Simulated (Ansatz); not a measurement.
## Rh: experiment and calculation

**The experiment to reproduce.**

From “Strong-coupling superconductivity of SrIr2 and SrRh2: Phonon engineering of metallic Ir and Rh”, 2021, arxiv:2108.03692, for a bulk crystal of Rh: lattice constant a 3.803 Å.

From “Thermal equation of state of rhodium characterized by XRD in a resistively heated diamond anvil cell”, 2024, pmc:11535440, for a bulk crystal of Rh: bulk modulus 264 ± 1 GPa.

The results are compared with them further down.

Theory: Ansatz, DFT r2SCAN, scalar-relativistic, plane waves, PAW.

Plane waves to 500 eV, a k mesh through Γ of 18×18×18 on the computed 1-atom cell and Gaussian smearing (0.10 eV); no spin polarisation.

Relaxed structure, symmetry kept:

```cif
data_structure
_symmetry_space_group_name_H-M 'Fm-3m'
_symmetry_Int_Tables_number 225
_cell_length_a 3.7999
_cell_length_b 3.7999
_cell_length_c 3.7999
_cell_angle_alpha 90.000
_cell_angle_beta 90.000
_cell_angle_gamma 90.000
_cell_volume 54.87
loop_
_atom_site_label
_atom_site_type_symbol
_atom_site_symmetry_multiplicity
_atom_site_Wyckoff_symbol
_atom_site_fract_x
_atom_site_fract_y
_atom_site_fract_z
_atom_site_occupancy
Rh1 Rh 4 a 0.00000 0.00000 0.00000 1
```

* Space group: Fm-3m (No. 225)
* Volume per atom: 13.72 Å³
* Formation energy from the elements' standard states (uncorrected): +0.001 eV/atom
* Generalised Kohn–Sham band gap: none (metal)
* Density of states at the Fermi level: 1.24 states/eV per cell
* Löwdin character within 0.5 eV of the Fermi level: Rh 4d 96 %
* Bulk modulus: 283 GPa
* Its pressure derivative: 5.2
* Bader charges (e): Rh (1 in the cell) 0.00

Measured lattice constant a of Rh: 3.803 Å (quoted in the paper above). This calculation gives 3.800 Å (-0.1 %). The calculation is for 0 K without zero-point motion. Measured bulk modulus of Rh: 264 GPa (quoted in the paper above). This calculation gives 283 GPa (+7.0 %).